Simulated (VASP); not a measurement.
Computed with PBE GGA, VASP's PBE PAW potentials (set 64) (plane waves; VASP).

A VASP calculation is set up with these files.

**KPOINTS**
```
Automatic mesh
0
Gamma
5 5 5
0 0 0
```

INCAR:
```
ALGO = Normal   # blocked Davidson
PREC = Accurate
LREAL = .FALSE.   # projection in real space or not
EDIFF = 1E-6
NELM = 100   # most electronic steps
LWAVE = .FALSE.
LCHARG = .FALSE.
ISIF = 2   # forces and stress, cell fixed
SIGMA = 0.05   # width (eV)
ISMEAR = 0   # Gaussian
SYSTEM = CsBr
GGA = PE   # PBE
LASPH = .TRUE.   # aspherical one-centre terms
ENCUT = 400   # plane-wave cut-off (eV)
LMAXMIX = 4
```

**POSCAR**
```
CsBr
4.37580
  1.0000000000   0.0000000000   0.0000000000
  0.0000000000   1.0000000000   0.0000000000
  0.0000000000   0.0000000000   1.0000000000
Cs Br
1 1
Cartesian
  0.0000000000   0.0000000000   0.0000000000
  0.5000000000   0.5000000000   0.5000000000
```

POTCAR, in this order: Cs_sv Br (PBE.64 set). Program: vasp_std.

What VASP printed:

OUTCAR:
```
 ion  position               nearest neighbor table
   1  0.000  0.000  0.000-
   2  0.500  0.500  0.500-
  LATTYP: Found a simple cubic cell.
 ALAT       =     4.3758000000
 Subroutine PRICEL returns:
 Original cell was already a primitive cell.
 Subroutine GETGRP returns: Found 48 space group operations
The static configuration has the point symmetry O_h .
The dynamic configuration has the point symmetry O_h .
 Subroutine INISYM returns: Found 48 space group operations
 Subroutine IBZKPT returns following result:
 Found     10 irreducible k-points:

 Following reciprocal coordinates:
            Coordinates               Weight
  0.000000  0.000000  0.000000      1.000000
  0.200000  0.000000  0.000000      6.000000
  0.400000  0.000000  0.000000      6.000000
  0.200000  0.200000  0.000000     12.000000
  0.400000  0.200000  0.000000     24.000000
  0.400000  0.400000  0.000000     12.000000
  0.200000  0.200000  0.200000      8.000000
  0.400000  0.200000  0.200000     24.000000
  0.400000  0.400000  0.200000     24.000000
  0.400000  0.400000  0.400000      8.000000
   k-points           NKPTS =     10   k-points in BZ     NKDIM =     10   number of bands    NBANDS=     12
   number of dos      NEDOS =    301   number of ions     NIONS =      2
   total plane-waves  NPLWV =  27000
   dimension x,y,z NGX =    30 NGY =   30 NGZ =   30
   dimension x,y,z NGXF=    60 NGYF=   60 NGZF=   60
   ions per type =               1   1
   PREC   = accura    normal or accurate (medium, high low for compatibility)
   ISTART =      0    job   : 0-new  1-cont  2-samecut
   ICHARG =      2    charge: 1-file 2-atom 10-const
   ISPIN  =      1    spin polarized calculation?
   LNONCOLLINEAR =      F non collinear calculations
   LSORBIT =      F    spin-orbit coupling
   INIWAV =      1    electr: 0-lowe 1-rand  2-diag
   ENCUT  =  400.0 eV  29.40 Ry    5.42 a.u.   7.14  7.14  7.14*2*pi/ulx,y,z
...
```

**OSZICAR**
```
       N       E                     dE             d eps       ncg     rms          rms(c)
DAV:   1     0.839299082068E+02    0.83930E+02   -0.57118E+03   240   0.919E+02
DAV:   2    -0.476088500077E+00   -0.84406E+02   -0.77821E+02   364   0.161E+02
DAV:   3    -0.625014669849E+01   -0.57741E+01   -0.57554E+01   292   0.492E+01
DAV:   4    -0.630347291380E+01   -0.53326E-01   -0.53311E-01   288   0.570E+00
DAV:   5    -0.630390611442E+01   -0.43320E-03   -0.43318E-03   300   0.501E-01    0.180E+00
DAV:   6    -0.606042648030E+01    0.24348E+00   -0.36587E-01   268   0.304E+00    0.111E+00
DAV:   7    -0.601999295681E+01    0.40434E-01   -0.18134E-01   300   0.217E+00    0.604E-01
DAV:   8    -0.602284585823E+01   -0.28529E-02   -0.12589E-02   276   0.801E-01    0.998E-02
DAV:   9    -0.602325082799E+01   -0.40497E-03   -0.24816E-03   276   0.295E-01    0.805E-02
DAV:  10    -0.602330563498E+01   -0.54807E-04   -0.18032E-04   284   0.107E-01    0.103E-02
DAV:  11    -0.602331075937E+01   -0.51244E-05   -0.33356E-05   292   0.341E-02    0.461E-03
DAV:  12    -0.602331077949E+01   -0.20123E-07   -0.73135E-06   288   0.166E-02
   1 F= -.60233108E+01 E0= -.60233108E+01  d E =-.892163E-14
```

OUTCAR:
```
------------------------ aborting loop because EDIFF is reached ----------------------------------------
  FORCE on cell =-STRESS in cart. coord.  units (eV):
  Direction    XX          YY          ZZ          XY          YZ          ZX
  --------------------------------------------------------------------------------------
  Total        0.0671410      0.0671410      0.0671410      0.0000000      0.0000000      0.0000000
  in kB        1.2838851      1.2838851      1.2838851      0.0000000      0.0000000      0.0000000
  external PRESSURE =       1.2838851 kB  Pullay stress =       0.0000000 kB
  volume of cell :       83.79
      direct lattice vectors                 reciprocal lattice vectors
     4.375800000  0.000000000  0.000000000     0.228529640  0.000000000  0.000000000
     0.000000000  4.375800000  0.000000000     0.000000000  0.228529640  0.000000000
     0.000000000  0.000000000  4.375800000     0.000000000  0.000000000  0.228529640
 POSITION                                       TOTAL-FORCE (eV/Angst)
 -----------------------------------------------------------------------------------
      0.00000      0.00000      0.00000         0.000000      0.000000      0.000000
      2.18790      2.18790      2.18790         0.000000      0.000000      0.000000
 -----------------------------------------------------------------------------------
    total drift:                                0.000000      0.000000     -0.000000
  FREE ENERGIE OF THE ION-ELECTRON SYSTEM (eV)
  ---------------------------------------------------
  free  energy   TOTEN  =        -6.0233107795 eV

  energy  without entropy=       -6.0233107795  energy(sigma->0) =       -6.02331078
```
(Selected blocks of OUTCAR.)

The compound is CsBr in the CsCl type structure. The cell was not relaxed at this level.
